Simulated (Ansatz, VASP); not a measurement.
**InAs: VASP beside Ansatz**

```
In As
1.0
     0.00000    3.01800    3.01800
     3.01800    0.00000    3.01800
     3.01800    3.01800    0.00000
In As
1 1
Direct
  0.00000 0.00000 0.00000
  0.75000 0.75000 0.75000
```

Alike in both runs: task single point; functional PBE0; k mesh 4 × 4 × 4; occupations fermi-dirac, width 0.05 eV; no spin polarisation.

|  | VASP | Ansatz |
| --- | --- | --- |
| version | VASP 6.6.1 | Ansatz 0.2.0 |
| potentials or method | VASP PAW PBE potentials, release 64 (In_d, As) | Ansatz PAW |
| plane-wave cutoff (eV) | 520 | 420 |
| valence electrons in the cell | 18 | 28 |

Ansatz gave:

- gap on the k mesh at the Fermi level (eV): 1.25
- least direct gap on the mesh (eV): 1.25
- pressure (GPa): 2.2

What did VASP give for the same quantities?

gap on the k mesh at the Fermi level (eV): 1.27; least direct gap on the mesh (eV): 1.27; pressure (GPa): 1.9.

With one functional, cell and mesh, what is left measures potentials, basis and numerics. The two sets of potentials don't hold the same shells in valence.

Caveats: the k mesh is coarse (spacing up to 0.45 Å⁻¹), so the values aren't converged, least of all with exact exchange; spin-orbit coupling is left out, which moves the levels of the heavy elements; the PAW data sets were made with another functional, which shifts forces and pressure a little (VASP); the PAW data sets come from PBE, with cores solved anew for the run's functional, which leaves a small shift of forces and pressure (Ansatz); the thresholds are loose for stress (Ansatz).
